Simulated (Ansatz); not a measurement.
HfC, 2 atoms in the cell. The typed cell holds 2 atoms: a = 3.288 Å, b = 3.288 Å, c = 3.288 Å, α = 60.00°, β = 60.00°, γ = 60.00°.  The cell isn't the ideal one: atoms moved at random, drawn with an rms of 0.15 Å.

```yaml
Program: Ansatz 0.2.0
Task: single point
Functional: Slater exchange only
Potentials_or_basis: all-electron LAPW, scalar-relativistic
Cutoff: 335 eV (chosen from the basis error)
Basis_error_allowed: 0.001 eV/atom
k_mesh: 10 × 10 × 10
Occupations: fermi-dirac, width 0.1 eV
Spin: collinear spin, ferromagnetic start
Starting_moments: "[1.0, 0.0] μB"
Fixed_moment: 1 μB
```

Potentials or basis: all-electron LAPW, scalar-relativistic.

Run with:

```bash
$ ansatz run input.yaml --threads 1 --pin off --max-ram 2560MiB --backend cpu --events-out ev --progress --plain --runs-dir out
```

Hardware: 1 thread of AMD EPYC 7R43 64-Core Processor (Zen 3) (shared host).

**Question.** Estimate the wall time of this run.

**Answer.** Run time: 13 min on 1 thread of AMD EPYC 7R43 64-Core Processor (Zen 3) (shared host), peak memory 1.6 GiB. Counts: scf iterations 12, plane waves 339, k points 504, bands 30.
